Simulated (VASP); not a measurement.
# C (P6_3/mmc) in VASP: a series of runs

One crystal, C, is run at these levels: revPBE; tasks: single point.

Program: VASP 6.6.1. These are calculated values, not measurements. Logs are shortened: lines on timing, memory, paths and dates and some standing lists are left out, and cuts for length are marked.

**1. The structure**

It takes space group P6_3/mmc (No. 194, hexagonal). The conventional cell has a = 2.521 Å, b = 2.521 Å, c = 4.194 Å, α = 90.00°, β = 90.00°, γ = 120.00°. C (site symmetry 3m) is surrounded by 4 C at 1.55 to 1.57 Å.

**2. Single point, revPBE**

INCAR reads:

```
ALGO = Normal
EDIFF = 1E-6
ENCUT = 520
GGA = RE
ISIF = 2
ISMEAR = -1
LASPH = T
LCHARG = F
LREAL = F
LWAVE = F
NBANDS = 16
NELM = 100
PREC = Accurate
SIGMA = 0.05
```

KPOINTS reads:

```
k-points
0
Gamma
  13 13 7
```

POSCAR reads:

```
C
1.0
    2.5207743153      0.0000000000      0.0000000000
   -1.2603871576      2.1830545942      0.0000000000
    0.0000000000      0.0000000000      4.1943683861
C
4
Direct
    0.3333333333      0.6666666667      0.0627000020
    0.6666666667      0.3333333333      0.5627000020
    0.3333333333      0.6666666667      0.4372999980
    0.6666666667      0.3333333333      0.9372999980
```

Potentials or basis: VASP PAW PBE potentials, release 64 (C).

Command:

```bash
$ cat potpaw_PBE.64/C/POTCAR > POTCAR
$ mpirun -np 1 vasp_std > vasp.out
```

OUTCAR:

```text
EDIFF = 1E-6
   ENCUT = 520
   GGA = RE
   ISIF = 2
   ISMEAR = -1
   LASPH = T
   LREAL = F
   NELM = 100
   PREC = Accurate

 ion  position               nearest neighbor table
   1  0.333  0.667  0.063-   4 1.55   4 1.55   4 1.55   3 1.57
   2  0.667  0.333  0.563-   3 1.55   3 1.55   3 1.55   4 1.57
   3  0.333  0.667  0.437-   2 1.55   2 1.55   2 1.55   1 1.57
   4  0.667  0.333  0.937-   1 1.55   1 1.55   1 1.55   2 1.57

  LATTYP: Found a hexagonal cell.
 ALAT       =     2.5207743153
 C/A-ratio  =     1.6639206297

  Lattice vectors:

 A1 = (   2.5207743153,   0.0000000000,   0.0000000000)
 A2 = (  -1.2603871576,   2.1830545942,   0.0000000000)
 A3 = (   0.0000000000,   0.0000000000,   4.1943683861)

Analysis of symmetry for initial positions (statically):
=====================================================================
 Subroutine PRICEL returns:
 Original cell was already a primitive cell.

 Routine SETGRP: Setting up the symmetry group for a
 hexagonal supercell.

 Subroutine GETGRP returns: Found 24 space group operations
 (whereof 12 operations were pure point group operations)
 out of a pool of 24 trial point group operations.

The static configuration has the point symmetry D_3d.
 The point group associated with its full space group is D_6h.

Analysis of symmetry for dynamics (positions and initial velocities):
=====================================================================
 Subroutine PRICEL returns:
 Original cell was already a primitive cell.

 Routine SETGRP: Setting up the symmetry group for a
 hexagonal supercell.

 Subroutine GETGRP returns: Found 24 space group operations
 (whereof 12 operations were pure point group operations)
 out of a pool of 24 trial point group operations.

The dynamic configuration has the point symmetry D_3d.
 The point group associated with its full space group is D_6h.

 Subroutine INISYM returns: Found 24 space group operations
 (whereof 12 operations are pure point group operations),
 and found     1 'primitive' translations

----------------------------------------------------------------------------------------

                                     Primitive cell

  volume of cell :      23.0816

  direct lattice vectors                    reciprocal lattice vectors
     2.520774315  0.000000000  0.000000000     0.396703503  0.229036874  0.000000000
    -1.260387158  2.183054594  0.000000000     0.000000000  0.458073748  0.000000000
     0.000000000  0.000000000  4.194368386     0.000000000  0.000000000  0.238414919

  length of vectors
     2.520774315  2.520774315  4.194368386     0.458073748  0.458073748  0.238414919

  position of ions in fractional coordinates (direct lattice)
     0.333333333  0.666666667  0.062700002
     0.666666667  0.333333333  0.562700002
     0.333333333  0.666666667  0.437299998
     0.666666667  0.333333333  0.937299998

  ion indices of the primitive-cell ions
   primitive index   ion index
                 1           1
                 2           2
                 3           3
                 4           4

----------------------------------------------------------------------------------------

 KPOINTS: k-points

Automatic generation of k-mesh.
 Grid dimensions read from file:
 generate k-points for:   13   13    7

 Generating k-lattice:

  Cartesian coordinates                     Fractional coordinates (reciprocal lattice)
     0.030515654  0.017618221  0.000000000     0.076923077  0.000000000  0.000000000
     0.000000000  0.035236442  0.000000000     0.000000000  0.076923077  0.000000000
     0.000000000  0.000000000  0.034059274     0.000000000  0.000000000  0.142857143

  Length of vectors
     0.035236442  0.035236442  0.034059274

  Shift w.r.t. Gamma in fractional coordinates (k-lattice)
     0.000000000  0.000000000  0.000000000

 Subroutine IBZKPT returns following result:
 ===========================================

 Found     84 irreducible k-points:

 Following reciprocal coordinates:
            Coordinates               Weight
  0.000000  0.000000  0.000000      1.000000
  0.076923  0.000000  0.000000      6.000000
  0.153846 -0.000000  0.000000      6.000000
  0.230769  0.000000  0.000000      6.000000
  0.307692 -0.000000  0.000000      6.000000
  0.384615 -0.000000  0.000000      6.000000
[... 16 lines left out ...]
  0.076923  0.000000  0.142857     12.000000
  0.153846 -0.000000  0.142857     12.000000
 [... further k-points ...]
   k-points           NKPTS =     84   k-points in BZ     NKDIM =     84   number of bands    NBANDS=     16
   number of dos      NEDOS =    301   number of ions     NIONS =      4
   total plane-waves  NPLWV =  12800
   dimension x,y,z NGX =    20 NGY =   20 NGZ =   32
   dimension x,y,z NGXF=    40 NGYF=   40 NGZF=   64
   ions per type =               4
   NGX,Y,Z   is equivalent  to a cutoff of  13.19, 13.19, 12.68 a.u.
   NGXF,Y,Z  is equivalent  to a cutoff of  26.38, 26.38, 25.37 a.u.
 SYSTEM =  unknown system
   PREC   = accura    normal or accurate (medium, high low for compatibility)
   ISTART =      0    job   : 0-new  1-cont  2-samecut
   ICHARG =      2    charge: 1-file 2-atom 10-const
   ISPIN  =      1    spin polarized calculation?
   LNONCOLLINEAR =      F non collinear calculations
   LSORBIT =      F    spin-orbit coupling
   LASPH  =      T    aspherical Exc in radial PAW
   ENCUT  =  520.0 eV  38.22 Ry    6.18 a.u.   4.69  4.69  7.80*2*pi/ulx,y,z
   NELM   =    100;   NELMIN=  2; NELMDL= -5     # of ELM steps
   EDIFF  = 0.1E-05   stopping-criterion for ELM
   LREAL  =      F    real-space projection
   EDIFFG = 0.1E-04   stopping-criterion for IOM
   NSW    =      0    number of steps for IOM
   IBRION =     -1    ionic relax: 0-MD 1-quasi-New 2-CG
   NFREE  =      0    steps in history (QN), initial steepest desc. (CG)
   ISIF   =      2    stress and relaxation
   ISYM   =      2    0-nonsym 1-usesym 2-fastsym
   POTIM  = 0.5000    time-step for ionic-motion
   TEBEG  =    0.0;   TEEND  =   0.0 temperature during run
   PSTRESS=    0.0 pullay stress
   NELECT =      16.0000    total number of electrons
   NUPDOWN=      -1.0000    fix difference up-down
   EMIN   =  10.00;   EMAX   =-10.00  energy-range for DOS
   EFERMI =   0.00;   METHOD = LEGACY
   ISMEAR =    -1;   SIGMA  =   0.05  broadening in eV -4-tet -1-fermi 0-gaus
   EFERMI_NEDOS =   21; number of points for ismear=-14 and -15
   IALGO  =     38    algorithm
   IMIX   =      4    mixing-type and parameters
     AMIX     =   0.40;   BMIX     =  1.00
     AMIX_MAG =   1.60;   BMIX_MAG =  1.00
  volume/ion in A,a.u.               =       5.77        38.94
  Fermi-wavevector in a.u.,A,eV,Ry     =   1.448860  2.737949 28.561289  2.099196
  Thomas-Fermi vector in A             =   2.566653
   LORBIT       =      0    0 simple, 1 ext, 2 COOP (PROOUT), +10 PAW based schemes
   GGA     = RE    functional components
   LHFCALC =     F    Hartree Fock is set to
   AEXX    =    0.0000 exact exchange contribution
   IVDW    =     0    specifies the selected vdW correction
   LEPSILON=     F    determine dielectric tensor
   LRPA    =     F    only Hartree local field effects (RPA)
 non-spin polarized calculation
  energy-cutoff  :      520.00
  volume of cell :       23.08
 maximum number of plane-waves:       634
 NGX is ok and might be reduce to    20
   NGX =  9   NGY =  9   NGZ = 15

 number of electron      16.0000000 magnetization

 Free energy of the ion-electron system (eV)
  ---------------------------------------------------
  ext. energy  EPLUGINS =         0.00000000
  ---------------------------------------------------
  free energy    TOTEN  =       -34.66331648 eV

  energy without entropy =      -34.66331648  energy(sigma->0) =      -34.66331648

 E-fermi :  10.7900     XC(G=0): -13.0978

 val. band max:        9.8534021101   @ k =   0.0000   0.0000   0.0000
 cond. band min:      13.3941036698   @ k =   0.3077   0.3077   0.0000
 fundamental gap:      3.5407015596
 Fermi energy:        10.7899859578

 k-point     1 :       0.0000    0.0000    0.0000
  band No.  band energies     occupation
      1     -11.7563      2.00000
      2      -6.2853      2.00000
      3      -3.6513      2.00000
      4       6.8136      2.00000
      5       6.8136      2.00000
      6       9.3958      2.00000
[... 8 lines left out ...]
     15      23.4480      0.00000
     16      27.3655      0.00000

 k-point     2 :       0.0769    0.0000    0.0000
  band No.  band energies     occupation
      1     -11.6109      2.00000
      2      -6.1535      2.00000
      3      -3.5170      2.00000
      4       6.0760      2.00000
      5       6.5134      2.00000
      6       9.1794      2.00000
[... 8 lines left out ...]
     15      23.6377      0.00000
     16      27.1762      0.00000

 k-point     3 :       0.1538   -0.0000    0.0000
  band No.  band energies     occupation
      1     -11.1759      2.00000
      2      -5.7594      2.00000
      3      -3.1231      2.00000
      4       4.3081      2.00000
      5       5.8044      2.00000
      6       7.7192      2.00000
[... 8 lines left out ...]
     15      24.2268      0.00000
     16      25.3295      0.00000

 k-point     4 :       0.2308    0.0000    0.0000
  band No.  band energies     occupation
      1     -10.4566      2.00000
      2      -5.1069      2.00000
      3      -2.5086      2.00000
      4       2.1627      2.00000
      5       4.9982      2.00000
      6       5.8359      2.00000
[... 8 lines left out ...]
     15      24.4180      0.00000
     16      25.0063      0.00000
[... 324 lines left out ...]
 k-point    22 :       0.0000    0.0000    0.1429
  band No.  band energies     occupation
      1     -11.6199      2.00000
      2      -7.1327      2.00000
      3      -2.5712      2.00000
      4       6.9205      2.00000
      5       6.9205      2.00000
      6       8.4848      2.00000
[... 8 lines left out ...]
     15      23.5424      0.00000
     16      27.0576      0.00000

 k-point    23 :       0.0769    0.0000    0.1429
  band No.  band energies     occupation
      1     -11.4745      2.00000
      2      -6.9966      2.00000
      3      -2.4440      2.00000
      4       6.1853      2.00000
      5       6.6220      2.00000
      6       8.3399      2.00000
[... 8 lines left out ...]
     15      23.6947      0.00000
     16      26.7874      0.00000

 k-point    24 :       0.1538   -0.0000    0.1429
  band No.  band energies     occupation
      1     -11.0401      2.00000
      2      -6.5905      2.00000
      3      -2.0720      2.00000
      4       4.4244      2.00000
      5       5.9162      2.00000
      6       7.3133      2.00000
[... 8 lines left out ...]
     15      24.1637      0.00000
     16      25.4846      0.00000

 [... further k-points ...]

------------------------ aborting loop because EDIFF is reached ----------------------------------------

  FORCE on cell =-STRESS in cart. coord.  units (eV):
  Direction    XX          YY          ZZ          XY          YZ          ZX
  --------------------------------------------------------------------------------------
  -------------------------------------------------------------------------------------
  Total        0.0725134      0.0725134      0.0678534      0.0000000      0.0000000     -0.0000000
  in kB        5.0334265      5.0334265      4.7099568      0.0000000      0.0000000     -0.0000000
  external PRESSURE =       4.9256033 kB  Pullay stress =       0.0000000 kB

 VOLUME and BASIS-vectors are now :
 -----------------------------------------------------------------------------
  energy-cutoff  :      520.00
  volume of cell :       23.08
      direct lattice vectors                 reciprocal lattice vectors
     2.520774315  0.000000000  0.000000000     0.396703503  0.229036874  0.000000000
    -1.260387158  2.183054594  0.000000000     0.000000000  0.458073748  0.000000000
     0.000000000  0.000000000  4.194368386     0.000000000  0.000000000  0.238414919

 POSITION                                       TOTAL-FORCE (eV/Angst)
 -----------------------------------------------------------------------------------
     -0.00000      1.45537      0.26299        -0.000000      0.000000      0.005481
      1.26039      0.72768      2.36017        -0.000000      0.000000      0.005481
     -0.00000      1.45537      1.83420        -0.000000     -0.000000     -0.005481
      1.26039      0.72768      3.93138         0.000000      0.000000     -0.005481
 -----------------------------------------------------------------------------------
    total drift:                               -0.000000      0.000000     -0.000000

  FREE ENERGIE OF THE ION-ELECTRON SYSTEM (eV)
  ---------------------------------------------------
  free  energy   TOTEN  =       -34.6633164807 eV

  energy  without entropy=      -34.6633164806  energy(sigma->0) =      -34.66331648
```

It took 20 s on 1 thread of Intel Xeon Platinum 8259CL at 2.50GHz (Skylake/Cascade Lake), shared host; peak memory 0.14 GiB.

What came out:

* Free energy: -34.6633 eV
* Pressure: 0.5 GPa
* Largest force: 0.005 eV/Å
* Band gap on the k mesh: 3.54 eV, indirect (least direct gap 4.94 eV)

Forces on the atoms (eV/Å):
```
C    0.000  0.000  0.005
C    0.000  0.000  0.005
C    0.000  0.000 -0.005
C    0.000  0.000 -0.005
```

Levels at points of the mesh, in eV from the valence-band top:
```tsv
k point	band 6	band 7	band 8	band 9	band 10	band 11
(0.00, 0.00, 0.00)	-0.46	0.00	0.00	4.94	4.94	5.31
```

Caveat: the PAW data sets were made with another functional, which shifts forces and pressure a little; an odd mesh through Γ misses points on the zone boundary, where band edges often lie.

(Continued in part 2 of 2.)
